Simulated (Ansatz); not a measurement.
**CsI: properties at the relaxed cell**

The task, for CsI: relax it again with other functionals.

Program: Ansatz 0.2.0. Level of theory: DFT PBE, scalar-relativistic, plane waves, PAW. These are calculated values, not measurements.

1 further run of the same task is left out (set aside as unsound or not needed).

### 1 Starting point

The structure is cubic, space group Pm-3m (No. 221). Conventional cell: a = 4.666 Å, b = 4.666 Å, c = 4.666 Å, α = 90.00°, β = 90.00°, γ = 90.00°. Cs (site symmetry m-3m) is surrounded by 8 I at 4.04 Å. I (site symmetry m-3m) has 8 Cs at 4.04 Å as nearest neighbours.

As a file:

```cif
data_structure
_symmetry_space_group_name_H-M 'P 1'
_symmetry_Int_Tables_number 1
_cell_length_a 4.6660
_cell_length_b 4.6660
_cell_length_c 4.6660
_cell_angle_alpha 90.000
_cell_angle_beta 90.000
_cell_angle_gamma 90.000
_cell_volume 101.59
loop_
_atom_site_label
_atom_site_type_symbol
_atom_site_fract_x
_atom_site_fract_y
_atom_site_fract_z
_atom_site_occupancy
Cs1 Cs 0.00000 0.00000 0.00000 1
I1 I 0.50000 0.50000 0.50000 1
```

This cell was relaxed beforehand with the same method: volume 50.79 Å³/atom, gap on the mesh 3.69 eV.

### 2 The cell under PBEsol

input.yaml reads:

```yaml
crystal:
  lattice:
    - [4.6660143501, 0.0, 0.0]
    - [0.0, 4.6660143501, 0.0]
    - [0.0, 0.0, 4.6660143501]
  atoms:
    - { symbol: Cs, position: [0.0, 0.0, 0.0] }
    - { symbol: I, position: [0.5, 0.5, 0.5] }
basis:
  ecutwfc: 420
kpoints:
  mp_grid: { grid: [6, 6, 6] }
hamiltonian:
  xc: pbesol
scf:
  occupations: { method: gaussian, width: 0.02 }
output:
  forces: true
  stress: true
  eigenvalues: true
relax:
  adjacent_minimum: "off"
  f_tol: 0.005
  max_steps: 50
  cell: { stress_tol: 0.05 }
```

Command:

```sh
> ansatz run input.yaml --threads 1 --pin off --max-ram 2560MiB --backend cpu --events-out ev --progress --plain --runs-dir out
```

### 3 Relaxing with PBE+D3(BJ)

Changes to input.yaml since step 2:

```diff
@@ -13,3 +13,4 @@
 hamiltonian:
-  xc: pbesol
+  xc: pbe
+  dispersion: d3bj
 scf:
```

### 4 The cell under LDA

Changes to input.yaml since step 3:

```diff
@@ -13,4 +13,3 @@
 hamiltonian:
-  xc: pbe
-  dispersion: d3bj
+  xc: lda
 scf:
```

### 5 The cell under r2SCAN

Changes to input.yaml since step 4:

```diff
@@ -9,3 +9,3 @@
 basis:
-  ecutwfc: 420
+  ecutwfc: 500
 kpoints:
@@ -13,3 +13,3 @@
 hamiltonian:
-  xc: lda
+  xc: r2scan
 scf:
@@ -20,2 +20,6 @@
   eigenvalues: true
+  write_density: true
+  write_potential: true
+  elf: true
+  volumetric_format: npy
 relax:
```

(Steps that only read results are left out.)

**Question.** What will these runs give?

The runs gave:

The volumes rise in the order LDA, PBEsol, PBE+D3(BJ), r2SCAN, PBE, over 19.1 %. PBE+D3(BJ) comes nearest to the reported cell (-0.4 %), which holds thermal expansion that these runs lack. These runs have no spin-orbit coupling; with I it would split and shift bands.
